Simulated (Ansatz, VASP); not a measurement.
## Zr: VASP beside Ansatz

```
Zr
1.0
     3.18832    0.00000    0.00000
    -1.59416    2.76117    0.00000
     0.00000    0.00000    5.07744
Zr
2
Cartesian
  1.5942 0.9204 3.8081
  0.0000 1.8408 1.2694
```

Change from the starting cell: volume scaled by 0.96.

Alike in both runs: task single point; functional PBE; k mesh 9 × 9 × 5; occupations fermi-dirac, width 0.05 eV; no spin polarisation.

|  | VASP | Ansatz |
| --- | --- | --- |
| version | VASP 6.6.1 | Ansatz 0.2.0 |
| potentials or method | VASP PAW PBE potentials, release 64 (Zr_sv), cutoff 520 eV | all-electron LAPW, scalar-relativistic |

|  | VASP | Ansatz | Ansatz less VASP |
| --- | --- | --- | --- |
| gap on the k mesh at the Fermi level (eV) | none | none | - |
| pressure (GPa) | 4.7 | 4.7 | +0.01 |
| largest component of the traceless stress (GPa) | 0.84 | 0.84 | 0.000 |

A gap of «none» marks a metal or a gap that the smearing closes. Ansatz ran all-electron here, so the differences hold the error of VASP's frozen core and of both bases.
